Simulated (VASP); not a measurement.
**ZnSe: relaxation of cell and atoms with LDA**

Crystal: ZnSe.

```xyz
4
Lattice="4.1077 0.0000 0.0000 0.0000 4.1077 0.0000 0.0000 0.0000 6.0704" Properties=species:S:1:pos:R:3 pbc="T T T"
Se    2.0539    0.0000    4.5753
Se    0.0000    2.0539    1.4950
Zn    2.0539    2.0539    0.0000
Zn    0.0000    0.0000    0.0000
```

Measurements of this composition are mostly on another form, of space group No. 216.

- Program: VASP 6.6.1
- Task: relaxation of cell and atoms
- Functional: LDA
- Potentials or basis: VASP PAW LDA potentials, release 64 (Se, Zn)
- Cutoff: 600 eV
- k mesh: 5 × 5 × 4
- Occupations: fermi-dirac, width 0.05 eV
- Spin: no spin polarisation
- Target pressure: 10 GPa
- Further INCAR settings: ALGO = Normal; EDIFF = 1e-06; IBRION = 2; EDIFFG = -0.01; NSW = 40; ISIF = 3
- Target pressure: 10 GPa

- Relaxed volume: 17.24 Å³/atom
- Relaxed cell: a = 3.941 Å, b = 3.941 Å, c = 4.441 Å, α = 90.00°, β = 90.00°, γ = 90.00°
- Space group after relaxing (to 0.05 Å): P4/nmm (No. 129)
- Energy change on relaxing (the enthalpy is what falls): +38.5 meV/atom
- Ionic steps: 21
- Pressure after relaxing: 10.0 GPa
- Largest force after relaxing: 0.005 eV/Å
- Band gap on the k mesh: 0.56 eV, direct

Forces on the atoms (eV/Å):
```
Se   0.000  0.000 -0.005
Se   0.000  0.000  0.005
Zn   0.000  0.000  0.000
Zn   0.000  0.000  0.000
```

Stress tensor (GPa, compression positive):
```
10.05  0.00  0.00
 0.00 10.05  0.00
 0.00  0.00  9.96
```

The path:
```csv
step,energy change (eV),largest force (eV/Å),pressure (GPa),volume (Å³)
1,0.0000,0.5815,-4.48,102.43
2,1.8744,5.4477,34.53,71.81
3,0.1287,1.8057,8.83,85.08
4,0.1505,1.8775,9.33,84.72
5,0.0969,1.4766,9.33,81.03
6,0.3680,0.0609,11.95,70.61
7,0.1634,0.5108,7.92,71.16
8,0.1289,0.7488,6.46,71.30
9,0.2889,0.0969,13.41,67.32
10,0.2501,0.0251,12.27,67.89
11,0.1621,0.0227,10.34,68.88
12,0.1336,0.0244,9.43,69.31
13,0.1377,0.0237,9.55,69.24
14,0.1587,0.0667,10.26,68.90
15,0.1510,0.0349,9.99,69.02
16,0.1516,0.0372,10.00,69.01
17,0.1524,0.0405,10.08,68.99
18,0.1519,0.0383,10.05,69.00
19,0.1482,0.0030,9.78,69.06
20,0.1492,0.0131,9.91,69.04
21,0.1540,0.0049,10.02,68.97
```

Final structure:
```
CELL_PARAMETERS angstrom
3.94094 0.00000 0.00000
0.00000 3.94094 0.00000
0.00000 0.00000 4.44066
ATOMIC_POSITIONS crystal
Se 0.50000 0.00000 0.67969
Se 0.00000 0.50000 0.32031
Zn 0.50000 0.50000 0.00000
Zn 0.00000 0.00000 0.00000
```

Levels at points of the mesh, in eV from the valence-band top:
```csv
k point,band 16,band 17,band 18,band 19,band 20,band 21
"(0.00, 0.00, 0.00)",-1.56,0.00,0.00,0.56,1.41,2.74
"(0.00, 0.00, 0.50)",-2.16,-2.16,-2.13,1.70,2.83,4.08
```

Wall time 7.6 min on 1 thread of Intel(R) Xeon(R) Platinum 8375C CPU @ 2.90GHz (Ice Lake), on a shared host, peak memory 0.23 GiB.

Caveat: the cell is relaxed towards a set pressure, so the enthalpy falls and the energy may rise; the volume moved by over 15 % at a fixed basis, so the end points are rough; an odd mesh through Γ misses points on the zone boundary, where band edges often lie.
